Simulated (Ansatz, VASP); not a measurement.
# One calculation of Ir, two programs

```
Ir
1.0
     2.59115    0.00000    0.00000
    -1.29557    2.24400    0.00000
     0.00000    0.00000    2.51314
Ir
1
Cartesian
  0.0000 0.0000 0.0000
```

Change from the starting cell: volume scaled by 0.92, LAPW.

Alike in both runs: task single point; functional PBE; k mesh 16 × 16 × 15; occupations fermi-dirac, width 0.05 eV; no spin polarisation.

```csv
,VASP,Ansatz
version,VASP 6.6.1,Ansatz 0.2.0
potentials or method,"VASP PAW PBE potentials, release 64 (Ir), cutoff 520 eV","all-electron LAPW, scalar-relativistic"
```

```csv
,VASP,Ansatz,Ansatz less VASP
pressure (GPa),29.5,29.0,-0.55
largest component of the traceless stress (GPa),0.18,0.06,-0.114
```

Ansatz ran all-electron here, so the differences hold the error of VASP's frozen core and of both bases.

Caveats: so large a pressure means that the cell lies far from this level's equilibrium, or that cutoff or potentials fall short (VASP). The runs have no spin-orbit coupling, so splittings on Ir are missing.
